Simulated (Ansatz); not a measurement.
BaZrO3, cubic perovskite, relaxed with r2SCAN in Ansatz 0.2.0: the symmetry is Pm-3m (No. 221, cubic); conventional cell a = 4.205 Å, 14.87 Å³ an atom. Ba has 12 O at 2.97 Å; Zr has 6 O at 2.10 Å; O has 2 Zr at 2.10 Å and 4 Ba at 2.97 Å. The cell was then strained (x, y and z are the cube axes), with the atoms relaxed again; stress is positive in compression. The values are computed, spin-unpolarised, and not measurements.

- Uniaxial -1.0 % along z, other directions held: r2SCAN's stress changes by +3.36 GPa along the strain and +0.88 GPa across it.
- Isotropic -1.0 % on every length: the pressure changes by +5.25 GPa, and the HSE06 gap (R → Γ) goes from 4.686 to 4.765 eV.
- Epitaxial strain of -1.0 % in the (001) plane: the free normal strain is +0.54 % and the in-plane stress changes by +3.79 GPa.

**Question.** Estimate C₁₁, C₁₂ and the bulk modulus from the uniaxial step.

**Answer.** With compression positive, C₁₁ ≈ −Δσ∥/ε = (-3.36)/(-0.0100) = 336 GPa and C₁₂ ≈ (-0.88)/(-0.0100) = 88 GPa; B = (C₁₁ + 2C₁₂)/3 = 171 GPa. A one-sided step carries third-order terms: it reads high by some per cent.

**Question.** What bulk modulus does the isotropic step give?

**Answer.** Δ ln V = 3 ln(0.9900) = -0.0302, so B ≈ −ΔP/Δ ln V = 174 GPa, against 171 GPa from C₁₁ and C₁₂; one-sided steps of finite size carry third-order terms.

**Question.** Give the volume deformation potential of that gap and its pressure coefficient.

**Answer.** a_V = ΔE_g/Δ ln V = (+0.079)/(-0.0302) = -2.62 eV; dE_g/dP = −a_V/B = +15 meV/GPa, with HSE06's gap and r2SCAN's modulus.

**Question.** What do the film's normal strain and stress say about the elastic constants?

**Answer.** ε⊥/ε∥ = (+0.0054)/(-0.0100) = -0.54, which linear elasticity sets to −2C₁₂/C₁₁ = -0.52 from the uniaxial step. The biaxial modulus is M = −Δσ/ε∥ = 379 GPa (C₁₁ + C₁₂ − 2C₁₂²/C₁₁ = 378 GPa).

**Question.** How much elastic energy does the film store, with 14.87 Å³ an atom?

**Answer.** u = M ε∥² = −Δσ ε∥ = -3.79 × (-0.0100) = 0.0379 GPa, and 1 GPa Å³ is 6.2415 meV: 3.52 meV an atom. The total energies of the two runs differ by 3.38 meV an atom.

Spin-orbit coupling is left out.

The meshes of the hybrids are coarse, so their gaps aren't converged to the digits shown.
